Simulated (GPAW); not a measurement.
Rh:

```
Rh
1.0
     2.73098    0.00000    0.00000
    -1.36549    2.36510    0.00000
     0.00000    0.00000    4.42849
Rh
2
Direct
  0.33333 0.66667 0.25000
  0.66667 0.33333 0.75000
```

This isn't the form of Rh at room conditions, which is fcc.

| Property | Result |
| --- | --- |
| Program | GPAW 26.7.0 |
| Task | single point |
| Functional | PBEsol |
| Potentials or basis | PAW data sets generated in the run's folder for this functional |
| Cutoff | 600 eV |
| Basis | pw |
| k mesh | 11 × 11 × 6 |
| Occupations | fermi-dirac, width 0.05 eV |
| Spin | no spin polarisation |

On this cell: pressure -11.6 GPa; largest force under 0.003 eV/Å; band gap on the k mesh none (metal or under the smearing width).

The same run follows on a disturbed copy (atoms moved at random, drawn with an rms of 0.05 Å):

```
Rh
1.0
     2.73098    0.00000    0.00000
    -1.36549    2.36510    0.00000
     0.00000    0.00000    4.42849
Rh
2
Direct
  0.32688 0.64637 0.24212
  0.66512 0.35005 0.76055
```

Question: What does the disturbed cell give?

Answer: The energy (extrapolated to zero smearing) moves by +23.8 meV/atom; pressure -10.3 GPa; largest force 0.824 eV/Å; band gap on the k mesh none (metal or under the smearing width).

Forces on the atoms (eV/Å):
```
Rh  -0.156  0.325  0.741
Rh   0.156 -0.325 -0.741
```

Stress tensor (GPa, compression positive):
```
 -9.61  -0.41  -0.47
 -0.41 -11.23   0.88
 -0.47   0.88 -10.20
```
